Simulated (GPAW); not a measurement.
The system is PtSe2 (Sudovikovite).

```
CELL_PARAMETERS angstrom
3.72400 0.00000 0.00000
-1.86200 3.22508 0.00000
0.00000 0.00000 5.06200
ATOMIC_POSITIONS crystal
Pt 0.00000 0.00000 0.00000
Se 0.66667 0.33333 0.75000
Se 0.33333 0.66667 0.25000
```

- Program: GPAW 26.7.0
- Task: relaxation of cell and atoms
- Functional: mBEEF
- Potentials or basis: GPAW PAW data sets (gpaw-data 1.2.1)
- Cutoff: 600 eV
- Basis: pw
- k mesh: 6 × 6 × 4
- Occupations: fermi-dirac, width 0.05 eV
- Spin: no spin polarisation

At the start: pressure 1.8 GPa; volume 20.27 Å³/atom.

Task: Where does the relaxation end?

Result: Over 12 steps the energy falls by 62.7 meV/atom and the volume is 25.40 Å³/atom (+25.4 %); space group P-3m1 (No. 164, to 0.05 Å).

Step by step:
| step | energy change (eV) | largest force (eV/Å) | pressure (GPa) | volume (Å³) |
| --- | --- | --- | --- | --- |
| 1 | 0.0000 | 0.2493 | 1.80 | 60.80 |
| 2 | -0.0043 | 0.2435 | 1.61 | 60.99 |
| 3 | -0.0511 | 0.0894 | -0.89 | 64.79 |
| 4 | -0.0587 | 0.0156 | -1.04 | 65.73 |
| 5 | -0.0764 | 0.2067 | -0.72 | 67.84 |
| 6 | -0.0937 | 0.3676 | 0.04 | 69.17 |
| 7 | -0.1295 | 0.5746 | 1.76 | 71.24 |
| 8 | -0.1614 | 0.4774 | 2.40 | 72.27 |
| 9 | -0.1806 | 0.1373 | 1.54 | 73.23 |
| 10 | -0.1852 | 0.0350 | 0.78 | 74.24 |
| 11 | -0.1879 | 0.0161 | 0.01 | 75.80 |
| 12 | -0.1881 | 0.0064 | -0.03 | 76.21 |

Final structure:
```
Pt Se
1.0
     3.69573    0.00000    0.00000
    -1.84786    3.20059    0.00000
     0.00000    0.00000    6.44299
Pt Se
1 2
Direct
  0.00000 0.00000 0.00000
  0.66667 0.33333 0.80102
  0.33333 0.66667 0.19898
```

Caveat: later steps reuse the first step's grids; the volume moved by over 15 % at a fixed basis, so the end points are rough; the PAW data sets were made with another functional, which shifts forces and pressure a little; the volume moved by +25 % from the deposited cell, more than functionals usually miss.
